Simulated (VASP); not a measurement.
# LiF (Fm-3m) in VASP: settings compared

Aim: see how the results for LiF move with the level of theory and the settings. Levels: PBEsol, RPBE. Tasks: relaxation of cell and atoms, single point.

All numbers are computed with VASP 6.6.1; they aren't measurements. Logs are shortened: lines on timing, memory, paths and dates and some standing lists are left out, and cuts for length are marked.

## 1. The crystal as given

Symmetry: Fm-3m, No. 225, cubic system. Conventional cell: a = 4.083 Å, b = 4.083 Å, c = 4.083 Å, α = 90.00°, β = 90.00°, γ = 90.00°. Li (site symmetry m-3m) is surrounded by 6 F at 2.04 Å. Around F (site symmetry m-3m) lie 6 Li at 2.04 Å.

The cell is a database's computed one.

## 2. Relaxation of cell and atoms, PBEsol

INCAR

```
PREC = Accurate
ENCUT = 300
EDIFF = 1E-7
ISMEAR = 0
SIGMA = 0.02
LREAL = False
LASPH = True
NELM = 80
ALGO = Normal
ISIF = 3
LWAVE = False
LCHARG = False
GGA = PS
IBRION = 2
NSW = 90
EDIFFG = -0.005
```

KPOINTS

```
regular mesh
0
Gamma
  10 10 10
```

POSCAR

```
LiF
1.0
    0.0000000000      2.0417135700      2.0417135700
    2.0417135700      0.0000000000      2.0417135700
    2.0417135700      2.0417135700      0.0000000000
Li F
1 1
Direct
    0.0000000000      0.0000000000      0.0000000000
    0.5000000000      0.5000000000      0.5000000000
```

Potentials or basis: VASP PAW PBE potentials, release 64 (Li_sv, F).

Started as:

```
$ cat potpaw_PBE.64/Li_sv/POTCAR potpaw_PBE.64/F/POTCAR > POTCAR
$ mpirun -np 1 vasp_std > vasp.out
```

OUTCAR:

```text
PREC = Accurate
   ENCUT = 300
   EDIFF = 1E-7
   ISMEAR = 0
   LREAL = False
   LASPH = True
   NELM = 80
   ISIF = 3
   GGA = PS
   IBRION = 2
   NSW = 90
   EDIFFG = -0.005

 ion  position               nearest neighbor table
   1  0.000  0.000  0.000-   2 2.04   2 2.04   2 2.04   2 2.04   2 2.04   2 2.04
   2  0.500  0.500  0.500-   1 2.04   1 2.04   1 2.04   1 2.04   1 2.04   1 2.04

  LATTYP: Found a face centered cubic cell.
 ALAT       =     4.0834271400

  Lattice vectors:

 A1 = (   0.0000000000,   2.0417135700,   2.0417135700)
 A2 = (   2.0417135700,   0.0000000000,   2.0417135700)
 A3 = (   2.0417135700,   2.0417135700,   0.0000000000)

Analysis of symmetry for initial positions (statically):
=====================================================================
 Subroutine PRICEL returns:
 Original cell was already a primitive cell.

 Routine SETGRP: Setting up the symmetry group for a
 face centered cubic supercell.

 Subroutine GETGRP returns: Found 48 space group operations
 (whereof 48 operations were pure point group operations)
 out of a pool of 48 trial point group operations.

The static configuration has the point symmetry O_h .

Analysis of symmetry for dynamics (positions and initial velocities):
=====================================================================
 Subroutine PRICEL returns:
 Original cell was already a primitive cell.

 Routine SETGRP: Setting up the symmetry group for a
 face centered cubic supercell.

 Subroutine GETGRP returns: Found 48 space group operations
 (whereof 48 operations were pure point group operations)
 out of a pool of 48 trial point group operations.

The dynamic configuration has the point symmetry O_h .

 Subroutine INISYM returns: Found 48 space group operations
 (whereof 48 operations are pure point group operations),
 and found     1 'primitive' translations

----------------------------------------------------------------------------------------

                                     Primitive cell

  volume of cell :      17.0222

  direct lattice vectors                    reciprocal lattice vectors
     0.000000000  2.041713570  2.041713570    -0.244892333  0.244892333  0.244892333
     2.041713570  0.000000000  2.041713570     0.244892333 -0.244892333  0.244892333
     2.041713570  2.041713570  0.000000000     0.244892333  0.244892333 -0.244892333

  length of vectors
     2.887419021  2.887419021  2.887419021     0.424165964  0.424165964  0.424165964

  position of ions in fractional coordinates (direct lattice)
     0.000000000  0.000000000  0.000000000
     0.500000000  0.500000000  0.500000000

  ion indices of the primitive-cell ions
   primitive index   ion index
                 1           1
                 2           2

----------------------------------------------------------------------------------------

 KPOINTS: regular mesh

Automatic generation of k-mesh.
 Grid dimensions read from file:
 generate k-points for:   10   10   10

 Generating k-lattice:

  Cartesian coordinates                     Fractional coordinates (reciprocal lattice)
    -0.024489233  0.024489233  0.024489233     0.100000000  0.000000000  0.000000000
     0.024489233 -0.024489233  0.024489233     0.000000000  0.100000000  0.000000000
     0.024489233  0.024489233 -0.024489233     0.000000000  0.000000000  0.100000000

  Length of vectors
     0.042416596  0.042416596  0.042416596

  Shift w.r.t. Gamma in fractional coordinates (k-lattice)
     0.000000000  0.000000000  0.000000000

 Subroutine IBZKPT returns following result:
 ===========================================

 Found     47 irreducible k-points:

 Following reciprocal coordinates:
            Coordinates               Weight
  0.000000  0.000000  0.000000      1.000000
  0.100000  0.000000  0.000000      8.000000
  0.200000  0.000000  0.000000      8.000000
  0.300000  0.000000  0.000000      8.000000
  0.400000  0.000000  0.000000      8.000000
  0.500000  0.000000  0.000000      4.000000
[... 16 lines left out ...]
  0.300000  0.300000  0.000000      6.000000
  0.400000  0.300000  0.000000     24.000000
 [... further k-points ...]
   k-points           NKPTS =     47   k-points in BZ     NKDIM =     47   number of bands    NBANDS=      9
   number of dos      NEDOS =    301   number of ions     NIONS =      2
   total plane-waves  NPLWV =   4096
   dimension x,y,z NGX =    16 NGY =   16 NGZ =   16
   dimension x,y,z NGXF=    32 NGYF=   32 NGZF=   32
   ions per type =               1   1
   NGX,Y,Z   is equivalent  to a cutoff of   9.21,  9.21,  9.21 a.u.
   NGXF,Y,Z  is equivalent  to a cutoff of  18.42, 18.42, 18.42 a.u.
 SYSTEM =  unknown system
   PREC   = accura    normal or accurate (medium, high low for compatibility)
   ISTART =      0    job   : 0-new  1-cont  2-samecut
   ICHARG =      2    charge: 1-file 2-atom 10-const
   ISPIN  =      1    spin polarized calculation?
   LNONCOLLINEAR =      F non collinear calculations
   LSORBIT =      F    spin-orbit coupling
   LASPH  =      T    aspherical Exc in radial PAW
   ENCUT  =  300.0 eV  22.05 Ry    4.70 a.u.   4.08  4.08  4.08*2*pi/ulx,y,z
   NELM   =     80;   NELMIN=  2; NELMDL= -5     # of ELM steps
   EDIFF  = 0.1E-06   stopping-criterion for ELM
   LREAL  =      F    real-space projection
   EDIFFG = -.5E-02   stopping-criterion for IOM
   NSW    =     90    number of steps for IOM
   IBRION =      2    ionic relax: 0-MD 1-quasi-New 2-CG
   NFREE  =      1    steps in history (QN), initial steepest desc. (CG)
   ISIF   =      3    stress and relaxation
   ISYM   =      2    0-nonsym 1-usesym 2-fastsym
   POTIM  = 0.5000    time-step for ionic-motion
   TEBEG  =    0.0;   TEEND  =   0.0 temperature during run
   PSTRESS=    0.0 pullay stress
   NELECT =      10.0000    total number of electrons
   NUPDOWN=      -1.0000    fix difference up-down
   EMIN   =  10.00;   EMAX   =-10.00  energy-range for DOS
   EFERMI =   0.00;   METHOD = LEGACY
   ISMEAR =     0;   SIGMA  =   0.02  broadening in eV -4-tet -1-fermi 0-gaus
   EFERMI_NEDOS =   21; number of points for ismear=-14 and -15
   IALGO  =     38    algorithm
   IMIX   =      4    mixing-type and parameters
     AMIX     =   0.40;   BMIX     =  1.00
     AMIX_MAG =   1.60;   BMIX_MAG =  1.00
  volume/ion in A,a.u.               =       8.51        57.44
  Fermi-wavevector in a.u.,A,eV,Ry     =   1.371103  2.591009 25.577904  1.879923
  Thomas-Fermi vector in A             =   2.496830
   LORBIT       =      0    0 simple, 1 ext, 2 COOP (PROOUT), +10 PAW based schemes
   GGA     = PS    functional components
   LHFCALC =     F    Hartree Fock is set to
   AEXX    =    0.0000 exact exchange contribution
   IVDW    =     0    specifies the selected vdW correction
   LEPSILON=     F    determine dielectric tensor
   LRPA    =     F    only Hartree local field effects (RPA)
 conjugate gradient relaxation of ions
 non-spin polarized calculation
 Gauss-broadening in eV      SIGMA  =   0.02
  energy-cutoff  :      300.00
  volume of cell :       17.02
 maximum number of plane-waves:       210
   NGX =  9   NGY =  9   NGZ =  9

--------------------------------------- Ionic step        1  -------------------------------------------

 number of electron      10.0000000 magnetization

 number of electron       9.9999947 magnetization

 Free energy of the ion-electron system (eV)
  ---------------------------------------------------
  ext. energy  EPLUGINS =         0.00000000
  ---------------------------------------------------
  free energy    TOTEN  =       -10.50284157 eV

  energy without entropy =      -10.50284157  energy(sigma->0) =      -10.50284157

 E-fermi :  -1.0344     XC(G=0):  -9.9624

 val. band max:       -1.2631650609   @ k =  -0.1000   0.1000   0.0000
 cond. band min:       8.6481597815   @ k =   0.0000   0.0000   0.0000
 fundamental gap:      9.9113248424
 Fermi energy:        -1.0344479649

 k-point     1 :       0.0000    0.0000    0.0000
  band No.  band energies     occupation
      1     -42.1226      2.00000
      2     -21.0403      2.00000
      3      -1.2639      2.00000
      4      -1.2638      2.00000
      5      -1.2638      2.00000
      6       8.6482      0.00000
      7      22.0521      0.00000
      8      22.0523      0.00000
      9      22.0525      0.00000
[... 265 lines left out ...]
 k-point    24 :       0.4000    0.3000    0.0000
  band No.  band energies     occupation
      1     -42.0845      2.00000
      2     -20.7074      2.00000
      3      -3.5931      2.00000
      4      -2.2534      2.00000
      5      -2.1137      2.00000
      6      11.5773      0.00000
      7      15.0634      0.00000
      8      18.2578      0.00000
      9      18.3619      0.00000

 [... further k-points ...]
[... 5 lines left out ...]
  --------------------------------------------------------------------------------------
  -------------------------------------------------------------------------------------
  Total       -8.9512937     -8.9512937     -8.9512937      0.0000000      0.0000000      0.0000000
  in kB     -842.5233539   -842.5233539   -842.5233539      0.0000000      0.0000000      0.0000000
  external PRESSURE =    -842.5233539 kB  Pullay stress =       0.0000000 kB
[... 201 lines left out ...]
  energy  without entropy=      -11.9089294381  energy(sigma->0) =      -11.90892944

--------------------------------------- Ionic step        7  -------------------------------------------

 number of electron       9.9999952 magnetization

 Free energy of the ion-electron system (eV)
  ---------------------------------------------------
  ext. energy  EPLUGINS =         0.00000000
  ---------------------------------------------------
  free energy    TOTEN  =       -11.90899764 eV

  energy without entropy =      -11.90899764  energy(sigma->0) =      -11.90899764

 E-fermi :   1.1971     XC(G=0): -11.7167

 val. band max:        1.0200821336   @ k =   0.0000   0.0000   0.0000
 cond. band min:      13.1666311874   @ k =   0.5000   0.0000   0.0000
 fundamental gap:     12.1465490538
 Fermi energy:         1.1971278179

 k-point     1 :       0.0000    0.0000    0.0000
  band No.  band energies     occupation
      1     -39.0529      2.00000
      2     -19.6740      2.00000
      3       1.0201      2.00000
      4       1.0201      2.00000
      5       1.0201      2.00000
      6      13.6832      0.00000
      7      28.0398      0.00000
      8      28.0398      0.00000
      9      28.0398      0.00000
[... 265 lines left out ...]
 k-point    24 :       0.4000    0.3000    0.0000
  band No.  band energies     occupation
      1     -38.8415      2.00000
      2     -18.9063      2.00000
      3      -2.4047      2.00000
      4      -0.3707      2.00000
      5      -0.1925      2.00000
      6      16.9784      0.00000
      7      19.2832      0.00000
      8      23.4367      0.00000
      9      24.3774      0.00000

 [... further k-points ...]
[... 5 lines left out ...]
  --------------------------------------------------------------------------------------
  -------------------------------------------------------------------------------------
  Total       -0.0009647     -0.0009647     -0.0009647      0.0000000      0.0000000      0.0000000
  in kB       -0.1261383     -0.1261383     -0.1261383      0.0000000      0.0000000      0.0000000
  external PRESSURE =      -0.1261383 kB  Pullay stress =       0.0000000 kB
[... 17 lines left out ...]
  FREE ENERGIE OF THE ION-ELECTRON SYSTEM (eV)
  ---------------------------------------------------
  free  energy   TOTEN  =       -11.9089976437 eV

  energy  without entropy=      -11.9089976437  energy(sigma->0) =      -11.90899764

 reached required accuracy - stopping structural energy minimisation
```

It took 14 s on 1 thread of Intel Xeon Platinum 8375C at 2.90GHz (Ice Lake), shared host; peak memory 0.11 GiB.

The run converged, but a check on its numbers failed (symmetry, net force, bounds or a known fault of this set-up), so they aren't taken as properties of the crystal.

Caveat: the cutoff lies under the usual one of these potentials, so the numbers hold a large basis-set error; the volume moved by over 15 % at a fixed basis, so the end points are rough; the PAW data sets were made with another functional, which shifts forces and pressure a little.

## 3. Relaxation of cell and atoms, PBEsol

INCAR: that of step 2 with these lines changed.

```diff
@@ -1,3 +1,3 @@
 PREC = Accurate
-ENCUT = 300
+ENCUT = 600
 EDIFF = 1E-7
```

KPOINTS

```
regular mesh
0
Gamma
  4 4 4
```

POSCAR is that of step 2.

Potentials or basis: VASP PAW PBE potentials, release 64 (Li_sv, F).

Started as:

```
$ cat potpaw_PBE.64/Li_sv/POTCAR potpaw_PBE.64/F/POTCAR > POTCAR
$ mpirun -np 1 vasp_std > vasp.out
```

Run time: 11 s. Hardware: 1 thread of Intel Xeon Platinum 8375C at 2.90GHz (Ice Lake), shared host; peak memory 0.12 GiB.

Results (log left out):

```
Free energy                            : -9.8584 eV
Relaxed volume                         : 7.99 Å³/atom
Relaxed cell                           : a = 2.827 Å, b = 2.827 Å, c = 2.827 Å, α = 60.00°, β = 60.00°, γ = 60.00°
Space group after relaxing (to 0.05 Å) : Fm-3m (No. 225)
Energy gained by relaxing              : 7.2 meV/atom
Ionic steps                            : 3
Pressure after relaxing                : -0.1 GPa
Band gap on the k mesh                 : 9.11 eV, direct
```

Step by step:
```tsv
step	energy change (eV)	largest force (eV/Å)	pressure (GPa)	volume (Å³)
1	0.0000	0.0000	-4.13	17.02
2	-0.0107	0.0000	-2.22	16.49
3	-0.0144	0.0000	-0.08	15.98
```

Final structure:
```cif
data_structure
_symmetry_space_group_name_H-M 'P 1'
_symmetry_Int_Tables_number 1
_cell_length_a 2.8274
_cell_length_b 2.8274
_cell_length_c 2.8274
_cell_angle_alpha 60.000
_cell_angle_beta 60.000
_cell_angle_gamma 60.000
_cell_volume 15.98
loop_
_atom_site_label
_atom_site_type_symbol
_atom_site_fract_x
_atom_site_fract_y
_atom_site_fract_z
_atom_site_occupancy
Li1 Li 0.00000 0.00000 0.00000 1
F1 F 0.50000 0.50000 0.50000 1
```

Levels at points of the mesh, in eV from the valence-band top:
```tsv
k point	band 2	band 3	band 4	band 5	band 6	band 7	band 8	band 9
(0.00, 0.00, 0.00)	-19.93	0.00	0.00	0.00	9.11	24.11	24.11	24.11
(0.50, 0.00, 0.00)	-19.47	-2.63	-0.24	-0.24	10.69	16.81	18.91	18.91
(0.50, 0.50, 0.00)	-19.18	-3.16	-1.05	-1.05	14.83	16.29	17.59	20.34
```

Caveat: the k mesh is coarse (spacing up to 0.67 Å⁻¹), so the values aren't converged; the cutoff is under 1.25 times the usual one of these potentials, so pressure, stress and relaxed cells hold a basis-set (Pulay) error; the PAW data sets were made with another functional, which shifts forces and pressure a little.

(Part 1 of 2 ends here.)
